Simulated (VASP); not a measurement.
# Ca (P6_3/mmc) in VASP: a series of runs

The runs below take Ca through single point, with PBE.

Everything below comes from runs of VASP 6.6.1. Logs are shortened: lines on timing, memory, paths and dates and some standing lists are left out, and cuts for length are marked.

### Step 1. The structure

The structure is hexagonal, space group P6_3/mmc (No. 194). The conventional cell has a = 3.980 Å, b = 3.980 Å, c = 6.520 Å, α = 90.00°, β = 90.00°, γ = 120.00°. Around Ca (site symmetry -6m2) lie 12 Ca at 3.98 to 3.99 Å.

This isn't the form of Ca at room conditions, which is fcc.

### Step 2. Single point, PBE

Contents of INCAR:

```
  PREC = Accurate
  ENCUT = 460
  EDIFF = 1E-6
  ISMEAR = 1
  SIGMA = 0.4
  LREAL = F
  LASPH = T
  NELM = 100
  ALGO = Normal
  ISIF = 2
  LWAVE = F
  LCHARG = F
  GGA = PE
  NBANDS = 17
  ADDGRID = F
```

Contents of KPOINTS:

```
regular mesh
0
Gamma
  16 16 9
```

Contents of POSCAR:

```
Ca
1.0
    3.9800000000      0.0000000000      0.0000000000
   -1.9900000000      3.4467811071      0.0000000000
    0.0000000000      0.0000000000      6.5200000000
Ca
2
Direct
    0.6666666667      0.3333333333      0.7500000000
    0.3333333333      0.6666666667      0.2500000000
```

Potentials or basis: VASP PAW PBE potentials, release 64 (Ca_sv).

Launch:

```
$ cat potpaw_PBE.64/Ca_sv/POTCAR > POTCAR
$ mpirun -np 1 vasp_std > vasp.out
```

OUTCAR:

```text
PREC = Accurate
   ENCUT = 460
   EDIFF = 1E-6
   ISMEAR = 1
   LREAL = F
   LASPH = T
   NELM = 100
   ISIF = 2
   GGA = PE

 Found    150 irreducible k-points:

 Following reciprocal coordinates:
            Coordinates               Weight
  0.000000  0.000000  0.000000      1.000000
  0.062500 -0.000000  0.000000      6.000000
  0.125000 -0.000000  0.000000      6.000000
  0.187500  0.000000  0.000000      6.000000
  0.250000 -0.000000  0.000000      6.000000
  0.312500 -0.000000  0.000000      6.000000
   k-points           NKPTS =    150   k-points in BZ     NKDIM =    150   number of bands    NBANDS=     17
   number of dos      NEDOS =    301   number of ions     NIONS =      2
   total plane-waves  NPLWV =  37632
   dimension x,y,z NGX =    28 NGY =   28 NGZ =   48
   dimension x,y,z NGXF=    56 NGYF=   56 NGZF=   96
   ions per type =               2
   NGX,Y,Z   is equivalent  to a cutoff of  11.70, 11.70, 12.24 a.u.
   NGXF,Y,Z  is equivalent  to a cutoff of  23.39, 23.39, 24.48 a.u.
 SYSTEM =  unknown system
   PREC   = accura    normal or accurate (medium, high low for compatibility)
   ISTART =      0    job   : 0-new  1-cont  2-samecut
   ICHARG =      2    charge: 1-file 2-atom 10-const
   ISPIN  =      1    spin polarized calculation?
   LNONCOLLINEAR =      F non collinear calculations
   LSORBIT =      F    spin-orbit coupling
   LASPH  =      T    aspherical Exc in radial PAW
   ENCUT  =  460.0 eV  33.81 Ry    5.81 a.u.   6.96  6.96 11.40*2*pi/ulx,y,z
   NELM   =    100;   NELMIN=  2; NELMDL= -5     # of ELM steps
   EDIFF  = 0.1E-05   stopping-criterion for ELM
   LREAL  =      F    real-space projection
   EDIFFG = 0.1E-04   stopping-criterion for IOM
   NSW    =      0    number of steps for IOM
   IBRION =     -1    ionic relax: 0-MD 1-quasi-New 2-CG
   NFREE  =      0    steps in history (QN), initial steepest desc. (CG)
   ISIF   =      2    stress and relaxation
   ISYM   =      2    0-nonsym 1-usesym 2-fastsym
   POTIM  = 0.5000    time-step for ionic-motion
   TEBEG  =    0.0;   TEEND  =   0.0 temperature during run
   PSTRESS=    0.0 pullay stress
   NELECT =      20.0000    total number of electrons
   NUPDOWN=      -1.0000    fix difference up-down
   EMIN   =  10.00;   EMAX   =-10.00  energy-range for DOS
   EFERMI =   0.00;   METHOD = LEGACY
   ISMEAR =     1;   SIGMA  =   0.40  broadening in eV -4-tet -1-fermi 0-gaus
   EFERMI_NEDOS =   21; number of points for ismear=-14 and -15
   IALGO  =     38    algorithm
   IMIX   =      4    mixing-type and parameters
     AMIX     =   0.40;   BMIX     =  1.00
     AMIX_MAG =   1.60;   BMIX_MAG =  1.00
  volume/ion in A,a.u.               =      44.72       301.79
  Fermi-wavevector in a.u.,A,eV,Ry     =   0.993657  1.877740 13.433783  0.987355
  Thomas-Fermi vector in A             =   2.125555
   LORBIT       =      0    0 simple, 1 ext, 2 COOP (PROOUT), +10 PAW based schemes
   GGA     = PE    functional components
   LHFCALC =     F    Hartree Fock is set to
   AEXX    =    0.0000 exact exchange contribution
   IVDW    =     0    specifies the selected vdW correction
   LEPSILON=     F    determine dielectric tensor
   LRPA    =     F    only Hartree local field effects (RPA)
 non-spin polarized calculation
 Methfessel and Paxton  Order N= 1 SIGMA  =   0.40
  energy-cutoff  :      460.00
  volume of cell :       89.44
 maximum number of plane-waves:      2021
 NGX is ok and might be reduce to    28

 number of electron      20.0000001 magnetization

 Free energy of the ion-electron system (eV)
  ---------------------------------------------------
  ext. energy  EPLUGINS =         0.00000000
  ---------------------------------------------------
  free energy    TOTEN  =        -3.83326703 eV

  energy without entropy =       -3.83886406  energy(sigma->0) =       -3.83513271

 E-fermi :   1.7761     XC(G=0):  -7.5589

 val. band max:        1.7690171011   @ k =   0.3125  -0.0000   0.0000
 cond. band min:       1.7808839498   @ k =   0.0000   0.0000   0.1111
 fundamental gap:      0.0118668487
 Fermi energy:         1.7760723675

 k-point     1 :       0.0000    0.0000    0.0000
  band No.  band energies     occupation
      1     -40.4149      2.00000
      2     -40.4048      2.00000
      3     -21.4424      2.00000
      4     -21.3552      2.00000
      5     -21.3552      2.00000
      6     -21.3398      2.00000
[... 9 lines left out ...]
     16       4.2679     -0.00000
     17       4.6393     -0.00000

 k-point     2 :       0.0625   -0.0000    0.0000
  band No.  band energies     occupation
      1     -40.4146      2.00000
      2     -40.4047      2.00000
      3     -21.4410      2.00000
      4     -21.3584      2.00000
      5     -21.3563      2.00000
      6     -21.3432      2.00000
[... 9 lines left out ...]
     16       4.3083     -0.00000
     17       4.5847     -0.00000

 k-point     3 :       0.1250   -0.0000    0.0000
  band No.  band energies     occupation
      1     -40.4136      2.00000
      2     -40.4042      2.00000
      3     -21.4370      2.00000
      4     -21.3676      2.00000
      5     -21.3591      2.00000
      6     -21.3527      2.00000
[... 9 lines left out ...]
     16       4.3966     -0.00000
     17       4.4270     -0.00000

 k-point     4 :       0.1875    0.0000    0.0000
  band No.  band energies     occupation
      1     -40.4120      2.00000
      2     -40.4035      2.00000
      3     -21.4306      2.00000
      4     -21.3815      2.00000
      5     -21.3667      2.00000
      6     -21.3634      2.00000
[... 9 lines left out ...]
     16       4.3542     -0.00000
     17       4.3791     -0.00000

 k-point     5 :       0.2500   -0.0000    0.0000
  band No.  band energies     occupation
      1     -40.4102      2.00000
      2     -40.4027      2.00000
      3     -21.4225      2.00000
      4     -21.3979      2.00000
      5     -21.3830      2.00000
      6     -21.3683      2.00000
[... 9 lines left out ...]
     16       4.5716     -0.00000
     17       4.6040     -0.00000

 k-point     6 :       0.3125   -0.0000    0.0000
  band No.  band energies     occupation
      1     -40.4082      2.00000
      2     -40.4020      2.00000
      3     -21.4143      2.00000
      4     -21.4134      2.00000
      5     -21.3991      2.00000
      6     -21.3731      2.00000
[... 9 lines left out ...]
     16       4.8015     -0.00000
     17       4.9256     -0.00000

 [... further k-points ...]

------------------------ aborting loop because EDIFF is reached ----------------------------------------

  FORCE on cell =-STRESS in cart. coord.  units (eV):
  Direction    XX          YY          ZZ          XY          YZ          ZX
  --------------------------------------------------------------------------------------
  -------------------------------------------------------------------------------------
  Total       -0.4599957     -0.4599957     -0.4419718      0.0000000     -0.0000000      0.0000000
  in kB       -8.2398627     -8.2398627     -7.9170020      0.0000000     -0.0000000      0.0000000
  external PRESSURE =      -8.1322425 kB  Pullay stress =       0.0000000 kB

 VOLUME and BASIS-vectors are now :
 -----------------------------------------------------------------------------
  energy-cutoff  :      460.00
  volume of cell :       89.44
      direct lattice vectors                 reciprocal lattice vectors
     3.980000000  0.000000000  0.000000000     0.251256281  0.145062882  0.000000000
    -1.990000000  3.446781107  0.000000000     0.000000000  0.290125763  0.000000000
     0.000000000  0.000000000  6.520000000     0.000000000  0.000000000  0.153374233

 POSITION                                       TOTAL-FORCE (eV/Angst)
 -----------------------------------------------------------------------------------
      1.99000      1.14893      4.89000         0.000000      0.000000      0.000000
     -0.00000      2.29785      1.63000        -0.000000     -0.000000      0.000000
 -----------------------------------------------------------------------------------
    total drift:                                0.000000     -0.000000      0.000000

  FREE ENERGIE OF THE ION-ELECTRON SYSTEM (eV)
  ---------------------------------------------------
  free  energy   TOTEN  =        -3.8332670335 eV

  energy  without entropy=       -3.8388640623  energy(sigma->0) =       -3.83513271
```

stdout:

```text
POSCAR found type information on POSCAR Ca
 POSCAR found :  1 types and       2 ions
 scaLAPACK will be used
 LDA part: xc-table for (Slater+PW92), standard interpolation
 POSCAR, INCAR and KPOINTS ok, starting setup
 FFT: planning ... GRIDC
 FFT: planning ... GRID_SOFT
 FFT: planning ... GRID
 WAVECAR not read
 entering main loop
```

It took 74 s on 1 thread of Intel Xeon 6975P-C (Granite Rapids), shared host; peak memory 0.28 GiB.

The run converged, but some of its settings lie outside the range that counts as converged, so its numbers aren't taken as properties of the crystal.

Results:

* Free energy: -3.8333 eV
* Pressure: -0.8 GPa
* Band gap on the k mesh: none (metal or under the smearing width)

### Step 3. Single point, PBE

Edit INCAR of step 2 so:

```diff
@@ -4,3 +4,3 @@
   ISMEAR = 1
-  SIGMA = 0.4
+  SIGMA = 0.2
   LREAL = F
```

KPOINTS is that of step 2.

POSCAR is that of step 2.

Potentials or basis: VASP PAW PBE potentials, release 64 (Ca_sv).

Launch:

```
$ cat potpaw_PBE.64/Ca_sv/POTCAR > POTCAR
$ mpirun -np 1 vasp_std > vasp.out
```

Run time: 60 s. Hardware: 1 thread of Intel Xeon 6975P-C (Granite Rapids), shared host; peak memory 0.28 GiB.

The run converged, but some of its settings lie outside the range that counts as converged, so its numbers aren't taken as properties of the crystal.

Results:

```yaml
Free_energy: -3.8379 eV
Pressure: -0.8 GPa
Band_gap_on_the_k_mesh: none (metal or under the smearing width)
```

### Step 4. Single point, PBE

Edit INCAR of step 3 so:

```diff
@@ -4,3 +4,3 @@
   ISMEAR = 1
-  SIGMA = 0.2
+  SIGMA = 0.05
   LREAL = F
```

KPOINTS is that of step 3.

POSCAR is that of step 3.

Launch:

```
$ cat potpaw_PBE.64/Ca_sv/POTCAR > POTCAR
$ mpirun -np 1 vasp_std > vasp.out
```

It took 72 s on 1 thread of Intel Xeon 6975P-C (Granite Rapids), shared host; peak memory 0.29 GiB.

These settings aren't checked as converged: the numbers below hold their error.

Results:

```
Free energy            : -3.8396 eV
Pressure               : -0.9 GPa
Band gap on the k mesh : none (metal or under the smearing width)
```

### Step 5. Single point, PBE

Edit INCAR of step 4 so:

```diff
@@ -4,3 +4,3 @@
   ISMEAR = 1
-  SIGMA = 0.05
+  SIGMA = 0.02
   LREAL = F
```

KPOINTS is that of step 4.

POSCAR is that of step 4.

Launch:

```
$ cat potpaw_PBE.64/Ca_sv/POTCAR > POTCAR
$ mpirun -np 1 vasp_std > vasp.out
```

Run time: 77 s. Hardware: 1 thread of Intel Xeon 6975P-C (Granite Rapids), shared host; peak memory 0.28 GiB.

The run converged, but some of its settings lie outside the range that counts as converged, so its numbers aren't taken as properties of the crystal.

Results:

```yaml
Free_energy: -3.8396 eV
Pressure: -0.9 GPa
Band_gap_on_the_k_mesh: none (metal or under the smearing width)
```

### Step 6. For comparison

An earlier run on the cell as given: functional PBE; potentials or basis VASP PAW PBE potentials, release 64 (Ca_sv); cutoff 520 eV; k mesh 8 × 8 × 4; occupations fermi-dirac, width 0.05 eV; no spin polarisation.

* Pressure: -0.8 GPa
* Band gap on the k mesh: none (metal or under the smearing width)
